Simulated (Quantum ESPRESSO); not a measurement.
# PbO2 (Fm-3m) in Quantum ESPRESSO: further runs

The runs below take PbO2 through band structure, relaxation of the atoms, with PBEsol.

Everything below comes from runs of Quantum ESPRESSO 7.5. Logs are shortened: lines on timing, memory, paths and dates and some standing lists are left out, and cuts for length are marked.

## 1. The crystal as given

The structure is cubic, space group Fm-3m (No. 225). Conventional cell: a = 5.404 Å, b = 5.404 Å, c = 5.404 Å, α = 90.00°, β = 90.00°, γ = 90.00°. Around Pb (site symmetry m-3m) lie 8 O at 2.34 Å. Around O (site symmetry -43m) lie 4 Pb at 2.34 Å.

The cell comes from a database or a generator and needn't be the stable form of this composition.

## 2. Band structure, PBEsol

Input file pw.in:

```
&CONTROL
  calculation = 'scf'
  prefix = 'pwscf'
  outdir = './tmp'
  pseudo_dir = './pseudo'
  tprnfor = .true.
  tstress = .true.
  disk_io = 'low'
/
&SYSTEM
  ibrav = 0
  A = 3.82119373
  nat = 3
  ntyp = 2
  ecutwfc = 45
  ecutrho = 360
  nbnd = 20
  occupations = 'smearing'
  smearing = 'fd'
  degauss = 0.00367493
/
&ELECTRONS
  conv_thr = 6d-10
  electron_maxstep = 120
  mixing_beta = 0.5
/
ATOMIC_SPECIES
Pb   207.2000 pb_pbesol_v1.uspp.F.UPF
O     15.9990 o_pbesol_v1.2.uspp.F.UPF
CELL_PARAMETERS alat
   0.0000000000    0.7071067815    0.7071067815
   0.7071067815    0.0000000000    0.7071067815
   0.7071067815    0.7071067815    0.0000000000
ATOMIC_POSITIONS alat
Pb     0.0000000000    0.0000000000    0.0000000000
O      1.0606601723    1.0606601723    1.0606601723
O      0.3535533908    0.3535533908    0.3535533908
K_POINTS automatic
9 9 9 0 0 0
```

Input file bands.in:

```
&CONTROL
  calculation = 'bands'
  prefix = 'pwscf'
  outdir = './tmp'
  pseudo_dir = './pseudo'
  disk_io = 'low'
  verbosity = 'high'
/
&SYSTEM
  ibrav = 0
  A = 3.82119373
  nat = 3
  ntyp = 2
  ecutwfc = 45
  ecutrho = 360
  nbnd = 20
  occupations = 'smearing'
  smearing = 'fd'
  degauss = 0.00367493
/
&ELECTRONS
  conv_thr = 1d-08
  electron_maxstep = 120
  mixing_beta = 0.5
  diago_full_acc = .true.
  startingwfc = 'random'
/
ATOMIC_SPECIES
Pb   207.2000 pb_pbesol_v1.uspp.F.UPF
O     15.9990 o_pbesol_v1.2.uspp.F.UPF
CELL_PARAMETERS alat
   0.0000000000    0.7071067815    0.7071067815
   0.7071067815    0.0000000000    0.7071067815
   0.7071067815    0.7071067815    0.0000000000
ATOMIC_POSITIONS alat
Pb     0.0000000000    0.0000000000    0.0000000000
O      1.0606601723    1.0606601723    1.0606601723
O      0.3535533908    0.3535533908    0.3535533908
K_POINTS crystal
60
 0.0000000000  0.0000000000  0.0000000000 1
 0.0625000000  0.0000000000  0.0625000000 1
 0.1250000000  0.0000000000  0.1250000000 1
 0.1875000000  0.0000000000  0.1875000000 1
 0.2500000000  0.0000000000  0.2500000000 1
 0.3125000000  0.0000000000  0.3125000000 1
 0.3750000000  0.0000000000  0.3750000000 1
 0.4375000000  0.0000000000  0.4375000000 1
 0.5000000000  0.0000000000  0.5000000000 1
 0.5000000000  0.0625000000  0.5625000000 1
 0.5000000000  0.1250000000  0.6250000000 1
 0.5000000000  0.1875000000  0.6875000000 1
 0.5000000000  0.2500000000  0.7500000000 1
 0.4375000000  0.3125000000  0.7500000000 1
 0.3750000000  0.3750000000  0.7500000000 1
 0.3375000000  0.3375000000  0.6750000000 1
 0.3000000000  0.3000000000  0.6000000000 1
 0.2625000000  0.2625000000  0.5250000000 1
 0.2250000000  0.2250000000  0.4500000000 1
 0.1875000000  0.1875000000  0.3750000000 1
 0.1500000000  0.1500000000  0.3000000000 1
 0.1125000000  0.1125000000  0.2250000000 1
 0.0750000000  0.0750000000  0.1500000000 1
 0.0375000000  0.0375000000  0.0750000000 1
 0.0000000000  0.0000000000  0.0000000000 1
 0.0625000000  0.0625000000  0.0625000000 1
 0.1250000000  0.1250000000  0.1250000000 1
 0.1875000000  0.1875000000  0.1875000000 1
 0.2500000000  0.2500000000  0.2500000000 1
 0.3125000000  0.3125000000  0.3125000000 1
 0.3750000000  0.3750000000  0.3750000000 1
 0.4375000000  0.4375000000  0.4375000000 1
 0.5000000000  0.5000000000  0.5000000000 1
 0.5250000000  0.4500000000  0.5250000000 1
 0.5500000000  0.4000000000  0.5500000000 1
 0.5750000000  0.3500000000  0.5750000000 1
 0.6000000000  0.3000000000  0.6000000000 1
 0.6250000000  0.2500000000  0.6250000000 1
 0.5833333333  0.2500000000  0.6666666667 1
 0.5416666667  0.2500000000  0.7083333333 1
 0.5000000000  0.2500000000  0.7500000000 1
 0.5000000000  0.2857142857  0.7142857143 1
 0.5000000000  0.3214285714  0.6785714286 1
 0.5000000000  0.3571428571  0.6428571429 1
 0.5000000000  0.3928571429  0.6071428571 1
 0.5000000000  0.4285714286  0.5714285714 1
 0.5000000000  0.4642857143  0.5357142857 1
 0.5000000000  0.5000000000  0.5000000000 1
 0.4821428571  0.4821428571  0.5357142857 1
 0.4642857143  0.4642857143  0.5714285714 1
 0.4464285714  0.4464285714  0.6071428571 1
 0.4285714286  0.4285714286  0.6428571429 1
 0.4107142857  0.4107142857  0.6785714286 1
 0.3928571429  0.3928571429  0.7142857143 1
 0.3750000000  0.3750000000  0.7500000000 1
 0.6250000000  0.2500000000  0.6250000000 1
 0.5937500000  0.1875000000  0.5937500000 1
 0.5625000000  0.1250000000  0.5625000000 1
 0.5312500000  0.0625000000  0.5312500000 1
 0.5000000000  0.0000000000  0.5000000000 1
```

Potentials or basis: GBRV 1.5 PBEsol.

Started as:

```bash
$ OMP_NUM_THREADS=1 mpirun -n 2 pw.x -nk 2 -in pw.in > pw.out
$ OMP_NUM_THREADS=1 mpirun -n 2 pw.x -nk 2 -in bands.in > bands.out
```

pw.out:

```text
This program is part of the open-source Quantum ESPRESSO suite
     for quantum simulation of materials; please cite
[... 6 lines left out ...]
     using ibrav=0 with symmetry is DISCOURAGED, use correct ibrav instead

     K-points division:     npool     =       2
     Subspace diagonalization in iterative solution of the eigenvalue problem:
     a serial algorithm will be used

     G-vector sticks info
     --------------------
     sticks:   dense  smooth     PW     G-vecs:    dense   smooth      PW
     Sum        1285     649    199                30731    10969    1917

     Using Slab Decomposition

     bravais-lattice index     =            0
     lattice parameter (alat)  =       7.2210  a.u.
     unit-cell volume          =     266.2434 (a.u.)^3
     number of atoms/cell      =            3
     number of atomic types    =            2
     number of electrons       =        26.00
     number of Kohn-Sham states=           20
     kinetic-energy cutoff     =      45.0000  Ry
     charge density cutoff     =     360.0000  Ry
     scf convergence threshold =      6.0E-10
     mixing beta               =       0.5000
     number of iterations used =            8  plain     mixing
     Exchange-correlation= SLA  PW   PSX  PSC
                           (   1   4  10   8   0   0   0)

     celldm(1)=   7.221010  celldm(2)=   0.000000  celldm(3)=   0.000000
     celldm(4)=   0.000000  celldm(5)=   0.000000  celldm(6)=   0.000000

     crystal axes: (cart. coord. in units of alat)
               a(1) = (   0.000000   0.707107   0.707107 )
               a(2) = (   0.707107   0.000000   0.707107 )
               a(3) = (   0.707107   0.707107   0.000000 )

     reciprocal axes: (cart. coord. in units 2 pi/alat)
               b(1) = ( -0.707107  0.707107  0.707107 )
               b(2) = (  0.707107 -0.707107  0.707107 )
               b(3) = (  0.707107  0.707107 -0.707107 )

     PseudoPot. # 1 for Pb read from file:
     pb_pbesol_v1.uspp.F.UPF
     Pseudo is Ultrasoft + core correction, Zval = 14.0
     Generated by new atomic code, or converted to UPF format
     Using radial grid of  899 points,  6 beta functions with:
                l(1) =   0
                l(2) =   0
                l(3) =   1
                l(4) =   1
                l(5) =   2
                l(6) =   2
     Q(r) pseudized with  6 coefficients,  rinner =    1.000   1.000   1.000
                                                       1.000   1.000

     PseudoPot. # 2 for O  read from file:
     o_pbesol_v1.2.uspp.F.UPF
     Pseudo is Ultrasoft + core correction, Zval =  6.0
     Generated by new atomic code, or converted to UPF format
     Using radial grid of  737 points,  5 beta functions with:
                l(1) =   0
                l(2) =   0
                l(3) =   1
                l(4) =   1
                l(5) =   2
     Q(r) pseudized with  8 coefficients,  rinner =    0.900   0.900   0.900
                                                       0.900   0.900

     atomic species   valence    mass     pseudopotential
     Pb               14.00   207.20000     Pb( 1.00)
     O                 6.00    15.99900     O ( 1.00)

     48 Sym. Ops., with inversion, found

   Cartesian axes

     site n.     atom                  positions (alat units)
         1        Pb     tau(   1) = (   0.0000000   0.0000000   0.0000000  )
         2        O      tau(   2) = (   1.0606602   1.0606602   1.0606602  )
         3        O      tau(   3) = (   0.3535534   0.3535534   0.3535534  )

     number of k points=    35  Fermi-Dirac smearing, width (Ry)=  0.0037
                       cart. coord. in units 2pi/alat
        k(    1) = (   0.0000000   0.0000000   0.0000000), wk =   0.0027435
        k(    2) = (   0.0785674   0.0785674  -0.0785674), wk =   0.0219479
        k(    3) = (   0.1571348   0.1571348  -0.1571348), wk =   0.0219479
        k(    4) = (   0.2357023   0.2357023  -0.2357023), wk =   0.0219479
        k(    5) = (   0.3142697   0.3142697  -0.3142697), wk =   0.0219479
[... 56 lines left out ...]
     7.7677   7.7677   7.7677   8.5325   8.5325   8.5325  16.6045  16.6045
    16.6045  19.3637  21.2749  25.1707

          k = 0.0786 0.0786-0.0786 (  1372 PWs)   bands (ev):

    -8.5828  -6.4383  -5.8627  -5.8627  -5.6365  -5.6365  -5.2199   6.0498
     7.5422   7.6592   7.6592   8.5136   8.5136   9.5245  16.3430  16.8608
    16.8608  19.3737  22.2122  25.0658

          k = 0.1571 0.1571-0.1571 (  1369 PWs)   bands (ev):

    -8.3272  -6.9041  -5.8308  -5.8308  -5.6322  -5.6322  -4.7288   4.7417
     7.1582   7.4041   7.4041   8.4565   8.4565  10.7841  16.1639  17.5423
    17.5423  19.3811  23.9614  24.8770

          k = 0.2357 0.2357-0.2357 (  1362 PWs)   bands (ev):
[... 119 lines left out ...]
          k = 0.6285-0.0000 0.0000 (  1347 PWs)   bands (ev):

    -7.8401  -7.3016  -5.7576  -5.6273  -5.6273  -5.5719  -3.8169   1.6708
     5.2826   5.2826   9.4457   9.5878   9.5878  11.3446  15.6882  19.2441
    19.3959  20.3536  20.3536  25.8293

          k = 0.0000-0.6285 0.6285 (  1346 PWs)   bands (ev):

    -7.8473  -7.3070  -5.7539  -5.6256  -5.5777  -5.4910  -3.9023   1.5644
     5.2801   5.3191   9.2894   9.5365   9.5454  11.4908  16.1746  18.9170
    19.3888  20.2452  20.4187  26.0402

          k = 0.3143 0.1571 0.0000 (  1353 PWs)   bands (ev):

    -8.1020  -7.2184  -5.7815  -5.7371  -5.6603  -5.5942  -4.4852   3.8374
     6.4808   6.6504   8.2473   8.3431   9.1502  11.0601  15.7116  18.1833
    18.4080  19.3835  22.8015  25.1148

          k = 0.3928 0.2357-0.0786 (  1362 PWs)   bands (ev):

    -7.8895  -7.3935  -5.7490  -5.7013  -5.6268  -5.4750  -4.3940   2.9778
     6.0642   6.6124   7.7267   8.5961   9.1919  11.6887  16.2865  18.7126
    18.9779  19.3847  21.9915  24.9898

          k =-0.2357-0.3928 0.5500 (  1354 PWs)   bands (ev):

    -7.8793  -7.3380  -5.7404  -5.6928  -5.5997  -5.2671  -4.4966   2.4931
     5.8155   6.7847   7.2316   8.8350   9.0538  12.0758  17.0139  18.7158
    19.3860  19.4869  21.3655  24.9479

          k = 0.4714 0.1571 0.0000 (  1357 PWs)   bands (ev):

    -7.6954  -7.5910  -5.7216  -5.6920  -5.6158  -5.5146  -4.1802   2.5210
     5.6302   6.0595   8.6271   8.9721   9.4171  11.4893  15.7540  19.3104
    19.3847  19.4514  20.9315  25.5668

          k =-0.1571-0.4714 0.6285 (  1352 PWs)   bands (ev):

    -7.7292  -7.5272  -5.7154  -5.6740  -5.5991  -5.2322  -4.3157   2.0258
     5.3444   6.2600   8.0770   9.1866   9.4493  11.8330  16.7036  19.0113
    19.3859  19.7051  20.4518  25.5689

          k =-0.0786-0.3928 0.5500 (  1363 PWs)   bands (ev):

    -7.7478  -7.5136  -5.7008  -5.6764  -5.6110  -4.8934  -4.6243   1.9335
     5.3324   6.6606   7.4739   9.1640   9.4605  12.0071  17.6039  18.3091
    19.3861  19.6751  20.4425  25.2706

          k = 0.0000-0.3143 0.4714 (  1356 PWs)   bands (ev):
[... 11 lines left out ...]
          k =-0.0000-0.4714 0.6285 (  1360 PWs)   bands (ev):

    -7.7624  -7.4783  -5.7243  -5.6304  -5.6032  -5.0947  -4.3033   1.6349
     5.0909   6.1229   8.2341   9.3570   9.6613  11.8327  17.2034  18.6372
    19.3857  19.4304  20.5310  25.9680

          k =-0.0786-0.3928 0.7071 (  1366 PWs)   bands (ev):

    -7.6680  -7.6014  -5.7110  -5.6293  -5.6153  -4.8837  -4.5318   1.6908
     5.0057   6.8213   7.4750   9.3244   9.6999  11.9334  17.6007  18.5614
    19.0431  19.3862  20.5917  25.6351

     the Fermi energy is     9.7475 ev

!    total energy              =    -228.22552974 Ry
     estimated scf accuracy    <          1.2E-10 Ry
     smearing contrib. (-TS)   =      -0.00042884 Ry
     internal energy E=F+TS    =    -228.22510090 Ry

     The total energy is F=E-TS. E is the sum of the following terms:
     one-electron contribution =     -34.80355861 Ry
     hartree contribution      =      38.40858933 Ry
     xc contribution           =     -77.43857171 Ry
     ewald contribution        =    -154.39155991 Ry

     convergence has been achieved in   9 iterations

     negative rho (up, down):  1.583E-02 0.000E+00

     Forces acting on atoms (cartesian axes, Ry/au):

     atom    1 type  1   force =     0.00000000    0.00000000    0.00000000
     atom    2 type  2   force =    -0.00000000   -0.00000000    0.00000000
     atom    3 type  2   force =     0.00000000    0.00000000   -0.00000000

     Total force =     0.000000     Total SCF correction =     0.000000

     Computing stress (Cartesian axis) and pressure

     negative rho (up, down):  1.583E-02 0.000E+00
          total   stress  (Ry/bohr**3)                   (kbar)     P=      -61.70
  -0.00041941   0.00000000   0.00000000          -61.70        0.00        0.00
   0.00000000  -0.00041941   0.00000000            0.00      -61.70        0.00
   0.00000000   0.00000000  -0.00041941            0.00        0.00      -61.70

=------------------------------------------------------------------------------=
   JOB DONE.
=------------------------------------------------------------------------------=
```

Wall time 30 s (2 MPI ranks of Arm Neoverse V2, shared host); peak memory 0.26 GiB.

What came out:

```
Free energy            : -3105.1665 eV
Pressure               : -6.2 GPa
Band gap on the k mesh : none (metal or under the smearing width)
```

Levels at the corners of the path, in eV from the Fermi level:
```tsv
point	band 11	band 12	band 13	band 14	band 15	band 16
Γ	-1.98	-1.21	-1.21	-1.21	6.86	6.86
X	-0.24	-0.13	-0.13	1.61	6.09	9.23
W	-2.59	-0.39	0.02	2.20	8.42	8.42
K	-1.31	-0.49	-0.23	2.10	7.45	8.79
Γ	-1.98	-1.21	-1.21	-1.21	6.86	6.86
L	-2.80	-1.42	-1.42	2.55	7.01	9.39
U	-1.31	-0.49	-0.23	2.10	7.45	8.79
W	-2.59	-0.39	0.02	2.20	8.42	8.42
L	-2.80	-1.42	-1.42	2.55	7.01	9.39
K	-1.31	-0.49	-0.23	2.10	7.45	8.79
U	-1.31	-0.49	-0.23	2.10	7.45	8.79
X	-0.24	-0.13	-0.13	1.61	6.09	9.23
```

Caveat: spin-orbit coupling is left out, which moves the levels of the heavy elements.

[end of part 1 of 2]
